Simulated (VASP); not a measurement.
Crystal: Mg.

```
CELL_PARAMETERS angstrom
3.20930 0.00000 0.00000
-1.60465 2.77934 0.00000
0.00000 0.00000 5.21030
ATOMIC_POSITIONS crystal
Mg 0.66667 0.33333 0.75000
Mg 0.33333 0.66667 0.25000
```

```yaml
Program: VASP 6.6.1
Task: relaxation of cell and atoms
Functional: PBE
Potentials_or_basis: VASP PAW PBE potentials, release 54 (Mg)
Cutoff: 580 eV
k_mesh: 10 × 10 × 5
Occupations: fermi-dirac, width 0.05 eV
Spin: no spin polarisation
```

At the start: pressure -0.5 GPa; volume 23.24 Å³/atom.

**Question.** Where does the relaxation end?

**Answer.** Over 6 steps the energy falls by 2.9 meV/atom and the volume is 22.93 Å³/atom (-1.3 %); space group P6_3/mmc (No. 194, to 0.05 Å).

Step by step:
```
step  energy change (eV)  largest force (eV/Å)  pressure (GPa)  volume (Å³)
   1              0.0000                0.0000           -0.50        46.47
   2             -0.0028                0.0000           -0.12        45.99
   3             -0.0044                0.0000            0.44        45.32
   4             -0.0054                0.0000            0.33        45.48
   5             -0.0054                0.0000            0.34        45.46
   6             -0.0058                0.0000            0.02        45.85
```

Final structure:
```yaml
crystal:
  lattice:
    - [3.16383, 0.00000, 0.00000]
    - [-1.58191, 2.73995, 0.00000]
    - [0.00000, 0.00000, 5.28934]
  atoms:
    - { symbol: Mg, position: [0.66667, 0.33333, 0.75000] }
    - { symbol: Mg, position: [0.33333, 0.66667, 0.25000] }
```
